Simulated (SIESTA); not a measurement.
Crystal: SrCl2.

```
Sr Cl
1.0
     0.00000    3.48835    3.48835
     3.48835    0.00000    3.48835
     3.48835    3.48835    0.00000
Sr Cl
1 2
Cartesian
  0.0000 0.0000 0.0000
  5.2325 5.2325 5.2325
  1.7442 1.7442 1.7442
```

Base run:

```yaml
Program: SIESTA 5.4.2
Functional: AM05
Potentials_or_basis: PseudoDojo 0.4 standard (PBEsol files)
Basis: DZP (energy shift 0.003 Ry; two zetas on semicore shells; d shell added on Sr)
Grid_cutoff: 800 Ry
Energy_shift: 0.003 Ry
k_mesh: 7 × 7 × 7
Occupations: fermi-dirac, width 0.05 eV
Spin: no spin polarisation
```

Its results: band gap on the k mesh 5.50 eV, indirect (least direct gap 5.79 eV); pressure 0.1 GPa.

Task: After a change of settings the same cell gave: band gap on the k mesh 5.32 eV, indirect (least direct gap 5.63 eV); pressure -0.8 GPa. Which change was it?
A. functional from AM05 to BLYP; potentials or basis from PseudoDojo 0.4 standard (PBEsol files) to PseudoDojo 0.4 standard (PBE files)
B. functional from AM05 to LDA; potentials or basis from PseudoDojo 0.4 standard (PBEsol files) to PseudoDojo 0.4 standard (LDA files)
C. functional from AM05 to PBE; potentials or basis from PseudoDojo 0.4 standard (PBEsol files) to PseudoDojo 0.4 standard (PBE files)
D. functional from AM05 to PBEsol

Result: D.

Caveats: the basis of atomic orbitals isn't converged, which shifts pressures, moduli and gaps; the potentials were made for another functional, which shifts forces and pressure (some runs).

Not every run made on this cell is shown here.
